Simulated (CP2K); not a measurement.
KCl (Sylvite):

```
K Cl
1.0
     4.44978    0.00000    0.00000
     2.22489    3.85362    0.00000
     2.22489    1.28454    3.63323
K Cl
1 1
Direct
  0.00000 0.00000 0.00000
  0.50000 0.50000 0.50000
```

Base run:

* Program: CP2K 2026.2
* Functional: PBE
* Potentials or basis: POTENTIAL_UZH K GTH-PBE-q9, Cl GTH-PBE-q7; TZVP-MOLOPT-PBE-GTH basis
* Density cutoff: 9184 eV
* k mesh: 7 × 7 × 7
* Occupations: fermi-dirac, width 0.05 eV
* Spin: no spin polarisation

Its results: band gap on the k mesh 5.16 eV, direct; pressure 0.8 GPa.

**Question.** The run is repeated on the same cell with these changes: functional from PBE to LDA. What comes out?

**Answer.** Band gap on the k mesh 4.69 eV, direct; pressure -1.7 GPa.

LDA binds more tightly than PBE, so the same cell stands under less pressure.

Caveats: the basis of atomic orbitals isn't converged, which shifts pressures, moduli and gaps; the potentials were made for another functional, which shifts forces and pressure (some runs).
